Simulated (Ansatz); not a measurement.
# Si: the cost of one run

Computed with Ansatz 0.2.0 (DFT PBE, scalar-relativistic, plane waves, PAW, unless a step's input says otherwise).

28 further runs of the same task are left out: 28 set aside as unsound or not needed. Runs told in other sessions of the task aren't counted.

## Step 1: Starting point

Symmetry: P6/mmm, No. 191, hexagonal system. The conventional cell has a = 3.688 Å, b = 3.688 Å, c = 28.000 Å, α = 90.00°, β = 90.00°, γ = 120.00°. Si (site symmetry -6m2) has 3 Si at 2.13 Å in its first shell of neighbours.

As a file:

```cif
data_structure
_symmetry_space_group_name_H-M 'P 1'
_symmetry_Int_Tables_number 1
_cell_length_a 3.6880
_cell_length_b 3.6880
_cell_length_c 28.0000
_cell_angle_alpha 90.000
_cell_angle_beta 90.000
_cell_angle_gamma 120.000
_cell_volume 329.82
loop_
_atom_site_label
_atom_site_type_symbol
_atom_site_fract_x
_atom_site_fract_y
_atom_site_fract_z
_atom_site_occupancy
Si1 Si 0.33333 0.66667 0.50000 1
Si2 Si 0.66667 0.33333 0.50000 1
```

This is the geometry of the first run shown, built on a cell relaxed beforehand with the same method.

## Step 2: What is varied

Atoms count from 1 in the order of the input.

The lattice constant and the buckling of a sheet are varied, nothing relaxed.

The axes are (1) lattice constant a of the sheet (both vectors scaled alike): 8 values from 3.626 to 4.061 Å; (2) buckling: height of Si1 above Si2: 8 values from 0.000 to 1.000 Å.

Nothing else is relaxed. Points are written as (first, second).

## Step 3: The run at (3.688 Å, 0.000 Å)

Along c the cell is not periodic, so the sheet has no images above or below.

Contents of input.yaml:

```yaml
crystal:
  lattice:
    - [3.688, 0.0, 0.0]
    - [-1.844, 3.1939016892, 0.0]
    - [0.0, 0.0, 28.0]
  atoms:
    - { symbol: Si, position: [0.3333333333, 0.6666666667, 0.5] }
    - { symbol: Si, position: [0.6666666667, 0.3333333333, 0.5] }
  periodic: [true, true, false]
basis:
  ecutwfc: 420
kpoints:
  mp_grid: { grid: [15, 15, 1] }
hamiltonian:
  xc: pbe
  pseudopotentials: { kind: paw, azcp: { folder: soft_1 } }
scf:
  occupations: { method: gaussian, width: 0.1 }
output:
  forces: true
  stress: true
  eigenvalues: true
```

Command:

```bash
$ ansatz run input.yaml --threads 1 --pin off --max-ram 3072MiB --backend cpu --events-out ev --progress --plain --runs-dir out
```

**Question.** How long does this run take on 1 thread of Arm Neoverse V1, shared host, and how much memory does it need?

About 5.6 s, with a peak of 0.44 GiB.
